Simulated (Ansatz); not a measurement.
Ti3Al:

```
CELL_PARAMETERS angstrom
2.92754 0.00000 0.00000
-1.46377 2.53533 0.00000
0.00000 0.00000 9.22636
ATOMIC_POSITIONS crystal
Ti 0.33333 0.66667 0.24941
Ti 0.33333 0.66667 0.75059
Ti 0.66667 0.33333 0.00000
Al 0.66667 0.33333 0.50000
```

The cell comes from a database or a generator and needn't be the stable form of this composition.

```yaml
Program: Ansatz 0.2.0
Task: relaxation of cell and atoms
Functional: PBEsol
Potentials_or_basis: all-electron LAPW, scalar-relativistic
Basis_error_allowed: 0.002 eV/atom
k_mesh: 10 × 10 × 3
Occupations: fermi-dirac, width 0.05 eV
Spin: no spin polarisation
```

At the start: volume 17.12 Å³/atom.

Task: How do energy, volume and symmetry change on relaxing?

Result: Over 4 steps the energy falls by 5.9 meV/atom and the volume is 16.60 Å³/atom (-3.1 %); space group P-6m2 (No. 187, to 0.05 Å).

The path:
```
step  energy change (eV)  largest force (eV/Å)  volume (Å³)
   1              0.0000                0.0801        68.48
   2             -0.0237                0.0118        66.48
   3             -0.0237                0.0009        66.38
   4             -0.0237                0.0008        66.38
```

Final structure:
```xyz
4
Lattice="2.8951 0.0000 0.0000 -1.4476 2.5072 0.0000 0.0000 0.0000 9.1450" Properties=species:S:1:pos:R:3 pbc="T T T"
Ti    0.0000    1.6715    2.2741
Ti    0.0000    1.6715    6.8710
Ti    1.4476    0.8357    0.0000
Al    1.4476    0.8357    4.5725
```
